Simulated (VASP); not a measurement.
## BeTe: single point with r2SCAN

Crystal: BeTe.

```
Be Te
1.0
     0.00000    2.85648    2.85648
     2.85648    0.00000    2.85648
     2.85648    2.85648    0.00000
Be Te
1 1
Direct
  0.00000 0.00000 0.00000
  0.25000 0.25000 0.25000
```

| Quantity | Value |
| --- | --- |
| Program | VASP 6.6.1 |
| Task | single point |
| Functional | r2SCAN |
| Potentials or basis | VASP PAW PBE potentials, release 64 (Be, Te) |
| Cutoff | 520 eV |
| k mesh | 8 × 8 × 8 |
| Occupations | gaussian, width 0.02 eV |
| Spin | no spin polarisation |
| Dipole correction | no |
| Further INCAR settings | ALGO = Normal; EDIFF = 1e-06; NBANDS = 11 |

```yaml
Pressure: -1.5 GPa
Band_gap_on_the_k_mesh: 2.44 eV, indirect (least direct gap 4.06 eV)
```

Levels at points of the mesh, in eV from the valence-band top:
```csv
k point,band 2,band 3,band 4,band 5,band 6,band 7
"(0.00, 0.00, 0.00)",0.00,0.00,0.00,4.06,4.06,4.06
"(0.50, 0.00, 0.00)",-5.49,-1.10,-1.10,3.43,5.04,5.04
"(0.50, 0.50, 0.00)",-5.11,-2.58,-2.58,2.44,3.05,10.29
```

Wall time 27 s on 1 thread of Intel(R) Xeon(R) 6975P-C (Granite Rapids) (shared host), peak memory 0.17 GiB.

Caveat: the PAW data sets were made with another functional, which shifts forces and pressure a little; spin-orbit coupling is left out, which moves the levels of the heavy elements. A k mesh can miss the band edges.
